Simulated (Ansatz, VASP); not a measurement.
C in VASP and in Ansatz

```
C
1.0
     3.56680    0.00000    0.00000
     0.00000   -3.56680    0.00000
     0.00000    0.00000   -3.56680
C
8
Direct
  0.50000 0.00000 0.97477
  0.00000 0.50000 0.00000
  0.00000 0.00000 0.50000
  0.50000 0.50000 0.50000
  0.75000 0.75000 0.75000
  0.25000 0.25000 0.75000
  0.25000 0.75000 0.25000
  0.75000 0.25000 0.25000
```

Alike in both runs: task single point; functional PBE; k mesh 6 × 6 × 6; occupations gaussian, width 0.05 eV; no spin polarisation.

|  | VASP | Ansatz |
| --- | --- | --- |
| version | VASP 6.6.1 | Ansatz 0.2.0 |
| potentials or method | VASP PAW PBE potentials, release 64 (C) | scalar-relativistic, plane waves, PAW |
| plane-wave cutoff (eV) | 520 | 420 |
| valence electrons in the cell | 32 | 32 |

|  | VASP | Ansatz | Ansatz less VASP |
| --- | --- | --- | --- |
| gap on the k mesh at the Fermi level (eV) | 3.76 | 3.77 | +0.007 |
| least direct gap on the mesh (eV) | 3.95 | 3.96 | +0.007 |
| pressure (GPa) | 3.3 | 2.6 | -0.68 |
| largest component of the traceless stress (GPa) | 1.07 | 0.99 | -0.085 |
| rms of the force components (eV/Å) | 0.917 | 0.912 | -0.0048 |

Atom by atom the forces differ by 0.006 eV/Å (rms over components). The functional is the same, so the differences come from potentials, cutoffs and numerics.

Caveats: forces of over 1 eV/Å show positions far from the minimum, so gaps and moduli don't describe the material at rest.
